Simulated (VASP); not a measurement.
# BaHfO3 in VASP: one cell, several levels of theory

Aim: gap, levels, forces and stress of BaHfO3 (cubic perovskite), under -1.0 % equal strain in all directions at fixed geometry. Runs: PBE, r2SCAN.

Code: VASP 6.6.1. PAW datasets, plane waves. No spin polarisation and no zero-point or thermal motion.

**1. The structure to begin with**

The cell comes from an earlier relaxation with r2SCAN in another program.

Space group Pm-3m (No. 221), cubic; a = 4.135 Å in the conventional setting, 14.14 Å³ an atom. Near Ba stand 12 O at 2.92 Å; near Hf stand 6 O at 2.07 Å; near O stand 2 Hf at 2.07 Å and 4 Ba at 2.92 Å.

Coordinates:

```
CELL_PARAMETERS angstrom
4.13529 0.00000 0.00000
0.00000 4.13529 0.00000
0.00000 0.00000 4.13529
ATOMIC_POSITIONS crystal
Ba 0.00000 0.00000 0.00000
Hf 0.50000 0.50000 0.50000
O 0.50000 0.50000 0.00000
O 0.50000 0.00000 0.50000
O 0.00000 0.50000 0.50000
```

**2. PBE at this geometry**

INCAR reads:

```
ENCUT = 520.000000
SIGMA = 0.020000
EDIFF = 1.00e-07
GGA = PE
PREC = Accurate
IBRION = -1
ISIF = 2
ISMEAR = -1
NBANDS = 27
NELM = 120
NSW = 0
LASPH = .TRUE.
LCHARG = .TRUE.
LELF = .TRUE.
LWAVE = .FALSE.
LREAL = .FALSE.
```

KPOINTS reads:

```
KPOINTS created by Atomic Simulation Environment
0
Gamma
6 6 6
0 0 0
```

KPOINTS_OPT reads:

```
special points
4
Reciprocal
0.0000000000 0.0000000000 0.0000000000 1
0.0000000000 0.5000000000 0.0000000000 1
0.5000000000 0.5000000000 0.0000000000 1
0.5000000000 0.5000000000 0.5000000000 1
```

POSCAR reads:

```
Ba Hf O
 1.0000000000000000
     4.1352881831000001    0.0000000000000000    0.0000000000000000
     0.0000000000000000    4.1352881831000001    0.0000000000000000
     0.0000000000000000    0.0000000000000000    4.1352881831000001
 Ba  Hf  O
   1   1   3
Cartesian
  0.0000000000000000  0.0000000000000000  0.0000000000000000
  2.0676440915499996  2.0676440915499996  2.0676440915499996
  2.0676440915499996  2.0676440915499996  0.0000000000000000
  2.0676440915499996  0.0000000000000000  2.0676440915499996
  0.0000000000000000  2.0676440915499996  2.0676440915499996
```

Potentials: the recommended PBE PAW datasets, 38 valence electrons in the neutral cell.

Command:

```sh
$ mpirun -np 1 vasp_std
```

**3. r2SCAN**

INCAR reads:

```
ENCUT = 520.000000
SIGMA = 0.010000
EDIFF = 1.00e-07
ALGO = Normal
METAGGA = R2SCAN
PREC = Accurate
IBRION = -1
ISIF = 2
ISMEAR = 0
NBANDS = 27
NELM = 120
NSW = 0
LASPH = .TRUE.
LCHARG = .FALSE.
LWAVE = .FALSE.
LREAL = .FALSE.
```

KPOINTS is that of step 2.

KPOINTS_OPT is that of step 2.

POSCAR is that of step 2.

What does the calculation give? Wanted: for each run, gap; pressure.

The runs gave:

```
 level  gap (eV)  pressure (GPa)
   PBE      3.63            8.37
r2SCAN      4.18            4.83
```

What this shows: The gap runs from 3.63 eV (PBE) to 4.18 eV (r2SCAN). Spin-orbit coupling is left out, though the cell holds Hf (Z = 72); in an element this heavy it can shift bands and gaps by tenths of an eV. The pressure is highest with PBE (8.4 GPa) and lowest with r2SCAN (4.8 GPa), which orders the cells that they would relax to.
